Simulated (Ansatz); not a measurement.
A run of Ansatz 0.2.0:

The input input.yaml:

```yaml
crystal:
  lattice:
    - [0.0, 2.753244, 2.753244]
    - [2.753244, 0.0, 2.753244]
    - [2.753244, 2.753244, 0.0]
  atoms:
    - { symbol: Cd, position: [-0.004876, -0.008657, 0.005612] }
    - { symbol: S, position: [0.508782, 0.514525, 0.453537] }
kpoints:
  mp_grid: { grid: [6, 6, 6] }
scf:
  occupations: { method: fixed }
hamiltonian:
  xc: blyp
  dispersion: d3bj
  pseudopotentials: { kind: all_electron, lapw: { basis_error: 0.002 } }
output:
  forces: true
  stress: true
relax:
  f_tol: 0.02
  max_steps: 60
```

Potentials or basis: all-electron LAPW, scalar-relativistic.

Command:

```sh
$ ansatz run input.yaml --threads 1 --pin off --max-ram 2560MiB --backend cpu --events-out ev --progress --plain --runs-dir out
```

Hardware: 1 thread of Intel(R) Xeon(R) Platinum 8488C (Sapphire Rapids), with other jobs on the host.

Question: How long does it take, and how much memory?

Answer: Run time: 38 s on 1 thread of Intel(R) Xeon(R) Platinum 8488C (Sapphire Rapids) (shared host), peak memory 0.41 GiB. Counts: scf iterations 17, plane waves 331, k points 112, bands 21, ion steps 4.
